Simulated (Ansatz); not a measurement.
# How much does In in Au(111), 2x2 scatter?, part 3 of 3

Wanted: the reflection from a plane of defects, In in Au(111), 2x2, and the resistivity it implies.

Ansatz 0.2.0; Ansatz plane-wave DFT, PBE, PAW files; ballistic transport by layer matching (Landauer), zero bias; PAW set soft_1 (the session's first sound run).

So far, resistivity per at.% scaled from this dense plane, with the factor 3/4 for isotropic scattering (µΩ cm): step 3 (resistance at ideal sites) 1.19.

## (5) Transmission after relaxation, relaxed yes

The transmission is solved again on the relaxed atoms.

This step: Ansatz plane-wave DFT, PBE, PAW files; ballistic transport by layer matching (Landauer), zero bias; PAW set soft_1 (Ansatz 0.2.0).

Input file input.yaml:

```yaml
crystal:
  lattice:
    - [5.7675164608, 0.0, 0.0]
    - [-2.8837582304, 4.9948157717, 0.0]
    - [-1.4418791152, 0.8324692953, 25.9003660885]
  atoms:
    - { symbol: Au, position: [0.0075757576, 0.9924242424, 0.0454545455] }
    - { symbol: Au, position: [0.0075757576, 0.4924242424, 0.0454545455] }
    - { symbol: Au, position: [0.5075757576, 0.9924242424, 0.0454545455] }
    - { symbol: Au, position: [0.5075757576, 0.4924242424, 0.0454545455] }
    - { symbol: Au, position: [0.1893939394, 0.3106060606, 0.1363636364] }
    - { symbol: Au, position: [0.1893939394, 0.8106060606, 0.1363636364] }
    - { symbol: Au, position: [0.6893939394, 0.3106060606, 0.1363636364] }
    - { symbol: Au, position: [0.6893939394, 0.8106060606, 0.1363636364] }
    - { symbol: Au, position: [0.3712121212, 0.1287878788, 0.2272727273] }
    - { symbol: Au, position: [0.3712121212, 0.6287878788, 0.2272727273] }
    - { symbol: Au, position: [0.8712121212, 0.1287878788, 0.2272727273] }
    - { symbol: Au, position: [0.8712121212, 0.6287878788, 0.2272727273] }
    - { symbol: Au, position: [0.0532931911, 0.9470807525, 0.3177011855] }
    - { symbol: Au, position: [0.0529790453, 0.4470209547, 0.3173586694] }
    - { symbol: Au, position: [0.5530766302, 0.9469233698, 0.3177411677] }
    - { symbol: Au, position: [0.5529192475, 0.4467068089, 0.3177011855] }
    - { symbol: Au, position: [0.234490027, 0.265509973, 0.408421774] }
    - { symbol: Au, position: [0.2346498858, 0.7648383503, 0.4084431922] }
    - { symbol: Au, position: [0.7351616497, 0.2653501142, 0.4084431922] }
    - { symbol: Au, position: [0.7348687787, 0.7651312213, 0.4083608192] }
    - { symbol: In, position: [0.4166666667, 0.0833333333, 0.5] }
    - { symbol: Au, position: [0.4166666667, 0.5833333333, 0.5] }
    - { symbol: Au, position: [0.9166666667, 0.0833333333, 0.5] }
    - { symbol: Au, position: [0.9166666667, 0.5833333333, 0.5] }
    - { symbol: Au, position: [0.0981716836, 0.9013165525, 0.5915568078] }
    - { symbol: Au, position: [0.0984645546, 0.4015354454, 0.5916391808] }
    - { symbol: Au, position: [0.5988433064, 0.9011566936, 0.591578226] }
    - { symbol: Au, position: [0.5986834475, 0.4018283164, 0.5915568078] }
    - { symbol: Au, position: [0.2802567031, 0.2197432969, 0.6822588323] }
    - { symbol: Au, position: [0.2804140859, 0.7199598578, 0.6822988145] }
    - { symbol: Au, position: [0.7800401422, 0.2195859141, 0.6822988145] }
    - { symbol: Au, position: [0.780354288, 0.719645712, 0.6826413306] }
    - { symbol: Au, position: [0.4621212121, 0.0378787879, 0.7727272727] }
    - { symbol: Au, position: [0.4621212121, 0.5378787879, 0.7727272727] }
    - { symbol: Au, position: [0.9621212121, 0.0378787879, 0.7727272727] }
    - { symbol: Au, position: [0.9621212121, 0.5378787879, 0.7727272727] }
    - { symbol: Au, position: [0.1439393939, 0.8560606061, 0.8636363636] }
    - { symbol: Au, position: [0.1439393939, 0.3560606061, 0.8636363636] }
    - { symbol: Au, position: [0.6439393939, 0.8560606061, 0.8636363636] }
    - { symbol: Au, position: [0.6439393939, 0.3560606061, 0.8636363636] }
    - { symbol: Au, position: [0.3257575758, 0.1742424242, 0.9545454545] }
    - { symbol: Au, position: [0.3257575758, 0.6742424242, 0.9545454545] }
    - { symbol: Au, position: [0.8257575758, 0.1742424242, 0.9545454545] }
    - { symbol: Au, position: [0.8257575758, 0.6742424242, 0.9545454545] }
kpoints:
  mp_grid: { grid: [5, 5, 1] }
hamiltonian:
  xc: pbe
  pseudopotentials: { kind: paw, azcp: { folder: soft_1 } }
scf:
  occupations: { method: fermi_dirac, width: 0.1 }
output:
  transmission:
    leads: [[0, 4]]
    kmesh: [10, 10]
    e_range: [-0.05, 0.05]
    de: 0.05
  write_potential: true
  write_density: true
  volumetric_format: npy
```

Command:

```bash
$ ansatz run input.yaml --threads 4 --pin off --max-ram 15360MiB --backend cpu --events-out ev --progress --plain --runs-dir out
```

Numbers of over 12 decimals in the logs are rounded to 6 here.

What it wrote:

```text
[...]
Crystal: 44 atoms, lattice volume = 746.130 Å³
Basis set: ecut = 420 eV, 14649 PW (Γ)
Bands: 498, of which v1, the nominal top of the filled ones, is band 415 counted from 1 (414 counted from 0)
Symmetry: 4 space group operations
[...]
k-points: 9 of 25
[...]
SCF iter   1: F=—  HF=-571113.548083 eV  |F-HF|=—  |Δ(HF+E_count)|=         —  Δρ=7.32e-2  dr2=5.64e1  ethr=3.10e-3  ⟨swp⟩=4.2  Hψ=13367  notcnv=0  defer=152
[...]
SCF iter  12: F=-571098.965579 eV  HF=-571098.965579 eV  |F-HF|=9.24e-8  |Δ(HF+E_count)|=   1.79e-8  Δρ=1.75e-6  dr2=9.81e-8  ethr=1.20e-11  ⟨swp⟩=9.2  Hψ=18798  notcnv=0
SCF 1 converged in 12 iterations: F = -571098.965579 eV  dr2 = 9.81e-8
[...]
transmission: 114 of 1116 steps passed
transmission: 226 of 1116 steps passed
[...]
transmission: 1116 of 1116 steps passed
SCF converged after 12 iterations
Free energy (F): -571098.965579 eV
[...]
Internal energy: -571098.451114 eV  (E = F + TS)
E sigma→0 (E₀):  -571098.708347 eV
Entropy (-TS):   -0.514465 eV (-11.692 meV/atom)
Fermi energy:    20.676691 eV
[...]
--- Band table (eV; the first three rows and the last of 9) ---
  k-point 0: bands = [... 411 lower, 20.7795, 20.8734, 21.0879, 21.1118, 21.2605, 21.2648, 21.3473, 21.4218, ... 79 higher]
  k-point 1: bands = [... 411 lower, 20.3225, 20.4561, 20.5090, 20.5760, 20.6242, 20.6920, 20.7233, 20.8038, ... 79 higher]
  k-point 2: bands = [... 411 lower, 20.4253, 20.4378, 20.4993, 20.5948, 20.6418, 20.8647, 20.9273, 21.0352, ... 79 higher]
  k-point 8: bands = [... 411 lower, 20.4029, 20.4133, 20.4698, 20.4712, 20.7178, 20.7282, 20.8004, 20.8076, ... 79 higher]
--- Transmission ---
  basis      : 253 plane waves across, 36 finite elements along
  points     : 31, standing for a mesh of 10 x 10
[...]
channels       : 3.210000e0 a spin
[...]
junction   : crystal 0 to crystal 0, 0.70 to 24.24 Å
    transmission   : 2.904564e0 a spin
[...]
```

Elapsed: 10 min, on 4 threads of Arm Neoverse N1, shared host; peak memory 6.4 GiB.

This step gave:

```
free energy                                    : -571098.9656 eV
energy at zero smearing                        : -571098.7083 eV
transmission per spin nearest the Fermi level  : 2.905
open channels per spin nearest the Fermi level : 3.21
step of the lead's potential                   : 6.3 meV
```

Per spin. Transmission, zone mean against energy, zero at the Fermi level:

```
energy (eV)  transmission, zone mean
    -0.0500                     2.96
     0.0000                     2.90
     0.0500                     2.90
```

Transmission over k1 and k2. At 0.0000 eV from the Fermi level.

Ten even steps from '0' (1.42) to '9' (3.73):
```
4966594666
6696695666
6668486666
4564444654
9998404899
4456444465
6666684866
6666596696
4666495669
9466494664
```
Columns: k1 (b1) from -0.5 to 0.4; rows upwards: k2 (b2) from -0.5 to 0.4.

Over the solved energies the transmission per spin lies between 2.90 and 2.96, out of 3.21 channels of the lead on average (up to 3.21).

## (6) Resistance after relaxation

This step: Ansatz plane-wave DFT, PBE, PAW files; ballistic transport by layer matching (Landauer), zero bias; area resistance of the defect plane and resistivity an atomic per cent; PAW set soft_1 (Ansatz 0.2.0).

This step gave:

```yaml
area_resistance: 0.1146 fΩ m²
t_over_the_leads_mean_channel_count: 0.9100
resistivity_per_at_scaled_from_this_dense_plane_with_the_factor_3_over_4_for_isotropic_scattering: 1.460 µΩ cm
```

Averaged over the energies near the Fermi level, 91.0 % of the channels pass, which makes 0.115 fΩ m², against 0.0935 on ideal sites.

## (7) Outcome

```
share of channels that pass, rigid                                : 0.926
area resistance, rigid                                            : 0.0935 fΩ m²
resistivity per at.% from the area resistance, times 3/4, rigid   : 1.19 µΩ cm
share of channels that pass, relaxed                              : 0.910
area resistance, relaxed                                          : 0.115 fΩ m²
resistivity per at.% from the area resistance, times 3/4, relaxed : 1.46 µΩ cm
```

In words: The plane of defects adds 0.11 fΩ m². Scaled to one atomic per cent that is 1.9 µΩ cm as it stands and 1.5 with the factor 3/4 for isotropic scattering on a spherical Fermi surface. These are rough estimates of the dilute value, not bounds. One In in each 2x2 cell reflects 9.0 % of the lead's channels. The relaxed cell differs by 23 % in resistance; between the two runs the lead's own channel count goes from 3.19 to 3.21, so sampling may have a part in it. The defects form a dense periodic sheet that scatters coherently, unlike a dilute random alloy. T and N are means over the solved energies nearest the Fermi level. Spin-orbit coupling is left out, which matters for Au.

[Logs are printed without paths, hosts, clocks, repeated set-up lines and the standing remarks that a program may print on its own settings, such as how far it seeks lower states.]

[Hosts, paths, dates, database ids (printed as entryN), source tags and the programs' standing remarks are cut or masked in the printed files.]
